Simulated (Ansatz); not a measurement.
# Zn: the cost of one run

Computed with Ansatz 0.2.0 (DFT PBE, scalar-relativistic, plane waves, PAW, unless a step's input says otherwise).

1 further run of the same task is left out (set aside as unsound or not needed).

## 1. The structure to begin with

It takes space group P6_3/mmc (No. 194, hexagonal). The conventional cell has a = 2.665 Å, b = 2.665 Å, c = 4.947 Å, α = 90.00°, β = 90.00°, γ = 120.00°. Zn (site symmetry -6m2) has 12 Zn at 2.66 to 2.91 Å as nearest neighbours.

As a file:

```cif
data_structure
_symmetry_space_group_name_H-M 'P6_3/mmc'
_symmetry_Int_Tables_number 194
_cell_length_a 2.6648
_cell_length_b 2.6648
_cell_length_c 4.9467
_cell_angle_alpha 90.000
_cell_angle_beta 90.000
_cell_angle_gamma 120.000
_cell_volume 30.42
loop_
_atom_site_label
_atom_site_type_symbol
_atom_site_symmetry_multiplicity
_atom_site_Wyckoff_symbol
_atom_site_fract_x
_atom_site_fract_y
_atom_site_fract_z
_atom_site_occupancy
Zn1 Zn 2 c 0.33333 0.66667 0.25000 1
```

The structure comes from the Crystallography Open Database.

## 2. A distortion of lower symmetry

Against the listed cell: strain xx, yy, zz, yz, xz, xy = +3.7, +4.6, +6.1, +1.2, +2.0, -0.8 %; atoms moved by 0.10 Å root mean square, at most 0.10 Å.

input.yaml

```yaml
crystal:
  lattice:
    - [2.7621697741, -0.0210519046, 0.0532959611]
    - [-1.3993163712, 2.4237052032, 6.9109e-06]
    - [0.098934, 0.057134385, 5.249190705]
  atoms:
    - { symbol: Zn, position: [0.3671768474, 0.6835884237, 0.2626243253] }
    - { symbol: Zn, position: [0.6328231526, 0.3164115763, 0.7373756747] }
basis:
  ecutwfc: 420
kpoints:
  mp_grid: { grid: [16, 16, 8] }
hamiltonian:
  xc: pbe
scf:
  occupations: { method: gaussian, width: 0.1 }
output:
  forces: true
  stress: true
  eigenvalues: true
  populations: true
```

Started as:

```bash
$ ansatz run input.yaml --threads 1 --pin off --max-ram 1331MiB --backend cpu --events-out ev --progress --plain --runs-dir out
```

**Question.** How long does this run take on 1 thread of an x86-64 CPU, shared host, and how much memory does it need?

About 34 s, with a peak of 0.74 GiB.
